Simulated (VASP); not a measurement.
# Sn (I4_1/amd) in VASP: settings compared, part 2 of 2

VASP 6.6.1. The steps go on from the part before.

### Step 3. Relaxation of cell and atoms, HSE06

This run uses another cell than the first one, of 26.85 Å³/atom, 0.988 times its volume.

POSCAR reads:

```
Sn                                      
1.0
   -2.9136479705      2.9136479705      1.5811266628
    2.9136479705     -2.9136479705      1.5811266628
    2.9136479705      2.9136479705     -1.5811266628
  Sn            
     2
Direct
     0.0000000000000000    0.0000000000000000    0.0000000000000000
     0.7500000000000000    0.2500000000000000    0.5000000000000000
```

INCAR.step1 reads:

```
ALGO = Normal
EDIFF = 1E-5
ENCUT = 520
GGA = PE
ISMEAR = 0
KPAR = 4
LASPH = True
LCHARG = False
LREAL = False
LWAVE = True
NELM = 80
PREC = Accurate
SIGMA = 0.03
```

INCAR.step2 reads:

```
ALGO = Normal
EDIFF = 1E-6
EDIFFG = -0.01
ENCUT = 520
GGA = PE
HFSCREEN = 0.2
IBRION = 2
ISIF = 3
ISMEAR = 0
ISTART = 1
KPAR = 4
LASPH = True
LCHARG = False
LHFCALC = True
LREAL = False
LWAVE = False
NELM = 80
NSW = 25
PREC = Accurate
PRECFOCK = Fast
SIGMA = 0.03
```

KPOINTS reads:

```
k-points
0
Gamma
  6 6 6
```

Potentials or basis: VASP PAW PBE potentials, release 64 (Sn_d).

The run is started by

```bash
cat potpaw_PBE.64/Sn_d/POTCAR > POTCAR
cp INCAR.step1 INCAR
mpirun -np 4 vasp_std > vasp.out
cp INCAR.step2 INCAR
mpirun -np 4 vasp_std > vasp.out
```

Wall time 76 min (4 MPI ranks of Intel Xeon Platinum 8488C (Sapphire Rapids), shared host); peak memory 0.31 GiB.

The run converged. Its results:

```
Free energy                            : -8.8563 eV
Relaxed volume                         : 27.22 Å³/atom
Relaxed cell                           : a = 4.441 Å, b = 4.441 Å, c = 4.441 Å, α = 97.28°, β = 97.28°, γ = 138.29°
Space group after relaxing (to 0.05 Å) : I4_1/amd (No. 141)
Energy gained by relaxing              : 1.5 meV/atom
Ionic steps                            : 3
Pressure after relaxing                : 0.0 GPa
Band gap on the k mesh                 : none (metal or under the smearing width)
```

Step by step:
```csv
step,energy change (eV),largest force (eV/Å),pressure (GPa),volume (Å³)
1,0.0000,0.0000,0.82,53.69
2,-0.0024,0.0000,-0.36,54.76
3,-0.0030,0.0000,0.01,54.44
```

Final structure:
```cif
data_structure
_symmetry_space_group_name_H-M 'P 1'
_symmetry_Int_Tables_number 1
_cell_length_a 4.4406
_cell_length_b 4.4406
_cell_length_c 4.4406
_cell_angle_alpha 97.280
_cell_angle_beta 97.280
_cell_angle_gamma 138.294
_cell_volume 54.44
loop_
_atom_site_label
_atom_site_type_symbol
_atom_site_fract_x
_atom_site_fract_y
_atom_site_fract_z
_atom_site_occupancy
Sn1 Sn 0.00000 0.00000 0.00000 1
Sn2 Sn 0.75000 0.25000 0.50000 1
```

Levels at points of the mesh, in eV from the Fermi level:
| k point | band 11 | band 12 | band 13 | band 14 | band 15 | band 16 | band 17 | band 18 |
| --- | --- | --- | --- | --- | --- | --- | --- | --- |
| (0.00, 0.00, 0.00) | -12.68 | -4.19 | -2.52 | -2.52 | 3.02 | 6.67 | 6.67 | 7.59 |
| (0.50, 0.00, 0.00) | -7.83 | -6.20 | -2.67 | -2.20 | -1.50 | 2.34 | 3.07 | 4.99 |
| (0.50, 0.50, 0.00) | -10.20 | -10.20 | 0.39 | 0.39 | 1.59 | 1.59 | 6.74 | 6.74 |
| (0.50, 0.50, 0.50) | -8.68 | -8.68 | -5.68 | -5.68 | 5.67 | 5.67 | 10.02 | 10.02 |

Caveat: the k mesh is coarse (spacing up to 0.38 Å⁻¹), so the values aren't converged, least of all with exact exchange; the PAW data sets were made with another functional, which shifts forces and pressure a little. Zero-point motion and thermal expansion aren't in these numbers.

### Step 4. Relaxation of cell and atoms, PBEsol

INCAR reads:

```
PREC     = Accurate       # precision mode
ENCUT    = 600            # plane-wave cutoff, eV
EDIFF    = 1E-6           # SCF threshold, eV
ISMEAR   = 0              # smearing method
SIGMA    = 0.03           # smearing width, eV
LREAL    = False          # projectors in reciprocal space
LASPH    = True           # aspherical terms in the spheres
NELM     = 80             # most SCF steps
ALGO     = Normal         # electronic algorithm
ISIF     = 3              # what is computed and relaxed
LWAVE    = False          # write WAVECAR
LCHARG   = False          # write CHGCAR
GGA      = PS             # functional
IBRION   = 2              # ionic algorithm
NSW      = 90             # ionic steps
EDIFFG   = -0.01          # ionic threshold
```

KPOINTS reads:

```
regular mesh
0
Gamma
  12 12 12
```

POSCAR reads:

```
Sn
1.0
   -2.9196440750      2.9196440750      1.5938000000
    2.9196440750     -2.9196440750      1.5938000000
    2.9196440750      2.9196440750     -1.5938000000
Sn
2
Direct
    0.0000000000      0.0000000000      0.0000000000
    0.7500000000      0.2500000000      0.5000000000
```

The run is started by

```bash
cat potpaw_PBE.64/Sn_d/POTCAR > POTCAR
mpirun -np 1 vasp_std > vasp.out
```

Run time: 3.2 min. Hardware: 1 thread of Intel Xeon 6975P-C (Granite Rapids), shared host; peak memory 0.33 GiB.

Results (log left out):

| Item | Value |
| --- | --- |
| Free energy | -8.5225 eV |
| Relaxed volume | 26.85 Å³/atom |
| Relaxed cell | a = 4.413 Å, b = 4.413 Å, c = 4.413 Å, α = 97.37°, β = 97.37°, γ = 138.01° |
| Space group after relaxing (to 0.05 Å) | I4_1/amd (No. 141) |
| Energy gained by relaxing | 0.8 meV/atom |
| Ionic steps | 6 |
| Pressure after relaxing | 0.0 GPa |
| Band gap on the k mesh | none (metal or under the smearing width) |

Step by step:
```
step  energy change (eV)  largest force (eV/Å)  pressure (GPa)  volume (Å³)
   1              0.0000                0.0000           -0.62        54.34
   2             -0.0013                0.0000            0.20        53.52
   3             -0.0014                0.0000            0.05        53.68
   4             -0.0014                0.0000            0.03        53.69
   5             -0.0015                0.0000            0.01        53.69
   6             -0.0015                0.0000            0.01        53.69
```

Final structure:
```yaml
crystal:
  lattice:
    - [-2.91365, 2.91365, 1.58113]
    - [2.91365, -2.91365, 1.58113]
    - [2.91365, 2.91365, -1.58113]
  atoms:
    - { symbol: Sn, position: [0.00000, 0.00000, 0.00000] }
    - { symbol: Sn, position: [0.75000, 0.25000, 0.50000] }
```

Levels at points of the mesh, in eV from the Fermi level:
```
           k point  band 11  band 12  band 13  band 14  band 15  band 16  band 17  band 18
(0.00, 0.00, 0.00)   -11.23    -3.66    -2.02    -2.02     2.93     6.24     6.24     6.97
(0.50, 0.00, 0.00)    -6.93    -5.43    -2.33    -1.74    -1.14     2.23     2.87     4.73
(0.50, 0.50, 0.00)    -8.97    -8.97     0.58     0.58     1.55     1.55     6.11     6.11
(0.50, 0.50, 0.50)    -7.61    -7.61    -4.88    -4.88     5.14     5.14     9.43     9.43
```

Caveat: the PAW data sets were made with another functional, which shifts forces and pressure a little.

### Step 5. Relaxation of cell and atoms, PBEsol

This run uses another cell than the first one, of 26.85 Å³/atom, 0.988 times its volume.

Edit INCAR of step 4 so:

```diff
@@ -2,3 +2,3 @@
 ENCUT    = 600            # plane-wave cutoff, eV
-EDIFF    = 1E-6           # SCF threshold, eV
+EDIFF    = 1E-7           # SCF threshold, eV
 ISMEAR   = 0              # smearing method
@@ -15,2 +15,2 @@
 NSW      = 90             # ionic steps
-EDIFFG   = -0.01          # ionic threshold
+EDIFFG   = -0.005         # ionic threshold
```

KPOINTS is that of step 4.

POSCAR reads:

```
Sn                                      
1.0
   -2.9136480455      2.9136480455      1.5811265831
    2.9136480455     -2.9136480455      1.5811265831
    2.9136480455      2.9136480455     -1.5811265831
  Sn            
     2
Direct
     0.0000000000000000    0.0000000000000000    0.0000000000000000
     0.7500000000000000    0.2500000000000000    0.5000000000000000
```

The run is started by

```bash
cat potpaw_PBE.64/Sn_d/POTCAR > POTCAR
mpirun -np 1 vasp_std > vasp.out
```

Wall time 57 s (1 thread of Intel Xeon 6975P-C (Granite Rapids), shared host); peak memory 0.31 GiB.

The run converged. Its results:

```yaml
Free_energy: -8.5224 eV
Pressure_after_relaxing: 0.0 GPa
Band_gap_on_the_k_mesh: none (metal or under the smearing width)
```

Final structure:
```cif
data_structure
_symmetry_space_group_name_H-M 'P 1'
_symmetry_Int_Tables_number 1
_cell_length_a 4.4135
_cell_length_b 4.4135
_cell_length_c 4.4135
_cell_angle_alpha 97.374
_cell_angle_beta 97.374
_cell_angle_gamma 138.014
_cell_volume 53.69
loop_
_atom_site_label
_atom_site_type_symbol
_atom_site_fract_x
_atom_site_fract_y
_atom_site_fract_z
_atom_site_occupancy
Sn1 Sn 0.00000 0.00000 0.00000 1
Sn2 Sn 0.75000 0.25000 0.50000 1
```

Levels at points of the mesh, in eV from the Fermi level:
```
           k point  band 11  band 12  band 13  band 14  band 15  band 16  band 17  band 18
(0.00, 0.00, 0.00)   -11.23    -3.66    -2.02    -2.02     2.93     6.24     6.24     6.97
(0.50, 0.00, 0.00)    -6.93    -5.43    -2.33    -1.74    -1.14     2.23     2.87     4.73
(0.50, 0.50, 0.00)    -8.97    -8.97     0.58     0.58     1.55     1.55     6.11     6.11
(0.50, 0.50, 0.50)    -7.61    -7.61    -4.88    -4.88     5.14     5.14     9.43     9.43
```

Caveat: the relaxation stopped at its first step, so nothing moved; the PAW data sets were made with another functional, which shifts forces and pressure a little.

### Step 6. Relaxation of cell and atoms, PBE, target pressure 10.9 GPa, at which the enthalpy is minimised

INCAR reads:

```
SYSTEM = Sn
ALGO = Normal ; EDIFF = 1E-6
EDIFFG = -0.01 ; ENCUT = 600
GGA = PE ; IBRION = 2
ISIF = 3 ; ISMEAR = 0
LASPH = .True. ; LCHARG = .False.
LREAL = .False. ; LWAVE = .False.
NELM = 80 ; NSW = 90
PREC = Accurate ; PSTRESS = 109.0
SIGMA = 0.03
```

KPOINTS reads:

```
k-points
0
Gamma
  12 12 12
  0 0 0
```

POSCAR reads:

```
Sn
1.0
   -2.9196440750      2.9196440750      1.5938000000
    2.9196440750     -2.9196440750      1.5938000000
    2.9196440750      2.9196440750     -1.5938000000
Sn
2
Direct
    0.0000000000      0.0000000000      0.0000000000
    0.7500000000      0.2500000000      0.5000000000
```

Potentials or basis: VASP PAW PBE potentials, release 64 (Sn_d).

The run is started by

```bash
cat potpaw_PBE.64/Sn_d/POTCAR > POTCAR
mpirun -np 1 vasp_std > vasp.out
```

Wall time 6.5 min (1 thread of Intel Xeon 6975P-C (Granite Rapids), shared host); peak memory 0.32 GiB.

Results (log left out):

* Free energy: -7.3714 eV
* Relaxed volume: 24.27 Å³/atom
* Relaxed cell: a = 4.276 Å, b = 4.276 Å, c = 4.276 Å, α = 97.24°, β = 97.24°, γ = 138.40°
* Space group after relaxing (to 0.05 Å): I4_1/amd (No. 141)
* Energy change on relaxing (the enthalpy is what falls): +111.9 meV/atom
* Ionic steps: 9
* Pressure after relaxing: 11.0 GPa
* Band gap on the k mesh: none (metal or under the smearing width)

The path:
```csv
step,energy change (eV),largest force (eV/Å),pressure (GPa),volume (Å³)
1,0.0000,0.0000,2.30,54.34
2,0.7347,0.0000,23.60,43.66
3,0.2153,0.0000,10.72,48.67
4,0.2227,0.0000,10.98,48.56
5,0.2230,0.0000,10.92,48.55
6,0.2232,0.0000,10.93,48.54
7,0.2240,0.0000,10.94,48.53
8,0.2236,0.0000,10.97,48.53
9,0.2237,0.0000,10.95,48.53
```

Final structure:
```xyz
2
Lattice="-2.8267 2.8267 1.5184 2.8267 -2.8267 1.5184 2.8267 2.8267 -1.5184" Properties=species:S:1:pos:R:3 pbc="T T T"
Sn    0.0000    0.0000    0.0000
Sn    0.0000    2.8267    0.7592
```

Levels at points of the mesh, in eV from the Fermi level:
```
           k point  band 11  band 12  band 13  band 14  band 15  band 16  band 17  band 18
(0.00, 0.00, 0.00)   -12.03    -3.45    -2.37    -2.37     2.73     6.66     6.66     7.88
(0.50, 0.00, 0.00)    -7.08    -5.79    -2.22    -2.04    -1.30     2.14     3.11     5.21
(0.50, 0.50, 0.00)    -9.58    -9.58     0.49     0.49     1.67     1.67     6.73     6.73
(0.50, 0.50, 0.50)    -7.94    -7.94    -5.51    -5.51     5.70     5.70    10.30    10.30
```

Caveat: the cell is relaxed towards a set pressure, so the enthalpy falls and the energy may rise.

### Step 7. Summary

```csv
level,cell,k mesh,cutoff (eV),grid for exact exchange (PRECFOCK),screening parameter,target pressure,mesh quality,gap on the mesh (eV),pressure (GPa)
PBEsol,relaxed,12 × 12 × 12,600,-,-,-,not flagged,none,0.0
HSE06,relaxed,6 × 6 × 6,520,Fast,0.2 1/A,-,coarse,none,0.0
PBE,relaxed to 10.9 GPa,12 × 12 × 12,600,-,-,10.9 GPa,not flagged,none,11.0
```

Alike in all rows: task relaxation of cell and atoms; potentials or basis VASP PAW PBE potentials, release 64 (Sn_d); no spin polarisation; smearing gaussian 0.03 eV.

Caveats: some runs use coarse meshes; the PAW data sets were made with another functional, which shifts forces and pressure a little (some runs); the relaxation stopped at its first step, so nothing moved (some runs); the cell is relaxed towards a set pressure, so the enthalpy falls and the energy may rise (some runs).

Total energies depend on the potentials used, so only differences within one code and one set of settings carry meaning.
